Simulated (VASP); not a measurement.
# GaS (P6_3/mmc) in VASP: further runs, part 2 of 2

VASP 6.6.1.

**3. Relaxation of cell and atoms, rev-vdW-DF2**

This run uses another cell than the first one, of 21.87 Å³/atom, 1.014 times its volume.

Contents of INCAR:

```
PREC     = Accurate       # precision mode
ENCUT    = 600            # plane-wave cutoff, eV
EDIFF    = 1E-7           # SCF threshold, eV
ISMEAR   = 0              # smearing method
SIGMA    = 0.03           # smearing width, eV
LREAL    = F              # projectors in reciprocal space
LASPH    = T              # aspherical terms in the spheres
NELM     = 80             # most SCF steps
ALGO     = Normal         # electronic algorithm
ISIF     = 3              # what is computed and relaxed
LWAVE    = F              # write WAVECAR
LCHARG   = F              # write CHGCAR
GGA      = MK             # functional
LUSE_VDW = T            
AGGAC    = 0.0          
PARAM1   = 0.1234       
PARAM2   = 0.711357     
ZAB_VDW  = -1.8867      
IBRION   = 2              # ionic algorithm
NSW      = 90             # ionic steps
EDIFFG   = -0.005         # ionic threshold
KPAR     = 2
```

Contents of KPOINTS:

```
Automatic mesh
0
Gamma
  9 9 2
```

Contents of POSCAR:

```
GaS                                     
1.0
    3.6047084169      0.0000000000      0.0000000000
   -1.8023542084      3.1217690597     -0.0000000000
    0.0000000000     -0.0000000000     15.5464772698
  Ga              S             
     4     4
Direct
     0.3333333300000021    0.6666666699999979    0.1711170907638205
     0.6666666699999979    0.3333333300000021    0.6711170907638203
     0.3333333300000021    0.6666666699999979    0.3288829092361796
     0.6666666699999979    0.3333333300000021    0.8288829092361797
     0.3333333300000021    0.6666666699999979    0.6009666334633069
     0.6666666699999979    0.3333333300000021    0.1009666334633069
     0.3333333300000021    0.6666666699999979    0.8990333665366931
     0.6666666699999979    0.3333333300000021    0.3990333665366932
```

Potentials or basis: VASP PAW PBE potentials, release 64 (Ga_d, S).

Launch:

```console
$ cat potpaw_PBE.64/Ga_d/POTCAR potpaw_PBE.64/S/POTCAR > POTCAR
$ mpirun -np 2 vasp_std > vasp.out
```

OUTCAR:

```text
PREC = Accurate
   ENCUT = 600
   EDIFF = 1E-7
   ISMEAR = 0
   LREAL = F
   LASPH = T
   NELM = 80
   ISIF = 3
   GGA = MK
   IBRION = 2
   NSW = 90
   EDIFFG = -0.005

 ion  position               nearest neighbor table
   1  0.333  0.667  0.171-   6 2.35   6 2.35   6 2.35   3 2.45
   2  0.667  0.333  0.671-   5 2.35   5 2.35   5 2.35   4 2.45
   3  0.333  0.667  0.329-   8 2.35   8 2.35   8 2.35   1 2.45
   4  0.667  0.333  0.829-   7 2.35   7 2.35   7 2.35   2 2.45
   5  0.333  0.667  0.601-   2 2.35   2 2.35   2 2.35
   6  0.667  0.333  0.101-   1 2.35   1 2.35   1 2.35
   7  0.333  0.667  0.899-   4 2.35   4 2.35   4 2.35
   8  0.667  0.333  0.399-   3 2.35   3 2.35   3 2.35

  LATTYP: Found a hexagonal cell.
 ALAT       =     3.6047084169
 C/A-ratio  =     4.3128251919

  Lattice vectors:

 A1 = (   3.6047084169,   0.0000000000,   0.0000000000)
 A2 = (  -1.8023542084,   3.1217690597,   0.0000000000)
 A3 = (   0.0000000000,   0.0000000000,  15.5464772698)

Analysis of symmetry for initial positions (statically):
=====================================================================
 Subroutine PRICEL returns:
 Original cell was already a primitive cell.

 Routine SETGRP: Setting up the symmetry group for a
 hexagonal supercell.

 Subroutine GETGRP returns: Found 24 space group operations
 (whereof 12 operations were pure point group operations)
[... 172 lines left out ...]

 number of electron      75.9999963 magnetization

 Free energy of the ion-electron system (eV)
  ---------------------------------------------------
  ext. energy  EPLUGINS =         0.00000000
  ---------------------------------------------------
  free energy    TOTEN  =       -16.11251326 eV

  energy without entropy =      -16.11251326  energy(sigma->0) =      -16.11251326

------------------------ aborting loop because EDIFF is reached ----------------------------------------

  FORCE on cell =-STRESS in cart. coord.  units (eV):
  Direction    XX          YY          ZZ          XY          YZ          ZX
  --------------------------------------------------------------------------------------
  -------------------------------------------------------------------------------------
  Total       -0.0928915     -0.0928915      0.0130032     -0.0000000     -0.0000000     -0.0000000
  in kB       -0.8507145     -0.8507145      0.1190851     -0.0000000     -0.0000000     -0.0000000
  external PRESSURE =      -0.5274480 kB  Pullay stress =       0.0000000 kB
[... 163 lines left out ...]
--------------------------------------- Ionic step        5  -------------------------------------------

 number of electron      75.9999963 magnetization

 Free energy of the ion-electron system (eV)
  ---------------------------------------------------
  ext. energy  EPLUGINS =         0.00000000
  ---------------------------------------------------
  free energy    TOTEN  =       -16.11255512 eV

  energy without entropy =      -16.11255512  energy(sigma->0) =      -16.11255512

 E-fermi :   3.8507     XC(G=0):  -9.5707

 val. band max:        3.7031550637   @ k =   0.0000   0.0000   0.0000
 cond. band min:       5.2291848364   @ k =   0.0000   0.0000   0.0000
 fundamental gap:      1.5260297727
 Fermi energy:         3.8507393326

 k-point     1 :       0.0000    0.0000    0.0000
  band No.  band energies     occupation
      1     -11.3107      2.00000
      2     -11.3094      2.00000
      3     -11.1873      2.00000
      4     -11.1873      2.00000
      5     -11.1871      2.00000
      6     -11.1871      2.00000
[... 1180 lines left out ...]
  energy  without entropy=      -16.1125551185  energy(sigma->0) =      -16.11255512

Total vdW correction in eV:     13.6887555

 reached required accuracy - stopping structural energy minimisation
```

It took 7.9 min on 2 MPI ranks of AMD EPYC 9R45 (Zen 5), shared host; peak memory 0.95 GiB.

Results:

| Quantity | Value |
| --- | --- |
| Free energy | -16.1126 eV |
| Relaxed volume | 21.85 Å³/atom |
| Relaxed cell | a = 3.603 Å, b = 3.603 Å, c = 15.547 Å, α = 90.00°, β = 90.00°, γ = 120.00° |
| Space group after relaxing (to 0.05 Å) | P6_3/mmc (No. 194) |
| Energy gained by relaxing | 0.0 meV/atom |
| Ionic steps | 5 |
| Pressure after relaxing | 0.0 GPa |
| Largest force after relaxing | 0.005 eV/Å |
| Band gap on the k mesh | 1.53 eV, direct |

Forces on the atoms (eV/Å):
```
Ga   0.000  0.000  0.005
Ga   0.000  0.000  0.005
Ga   0.000  0.000 -0.005
Ga   0.000  0.000 -0.005
S    0.000  0.000 -0.003
S    0.000  0.000 -0.003
S    0.000  0.000  0.003
S    0.000  0.000  0.003
```

Final structure:
```cif
data_structure
_symmetry_space_group_name_H-M 'P 1'
_symmetry_Int_Tables_number 1
_cell_length_a 3.6033
_cell_length_b 3.6033
_cell_length_c 15.5473
_cell_angle_alpha 90.000
_cell_angle_beta 90.000
_cell_angle_gamma 120.000
_cell_volume 174.82
loop_
_atom_site_label
_atom_site_type_symbol
_atom_site_fract_x
_atom_site_fract_y
_atom_site_fract_z
_atom_site_occupancy
Ga1 Ga 0.33333 0.66667 0.17110 1
Ga2 Ga 0.66667 0.33333 0.67110 1
Ga3 Ga 0.33333 0.66667 0.32890 1
Ga4 Ga 0.66667 0.33333 0.82890 1
S1 S 0.33333 0.66667 0.60098 1
S2 S 0.66667 0.33333 0.10098 1
S3 S 0.33333 0.66667 0.89902 1
S4 S 0.66667 0.33333 0.39902 1
```

Caveat: the PAW data sets were made with another functional, which shifts forces and pressure a little; an odd mesh through Γ misses points on the zone boundary, where band edges often lie.
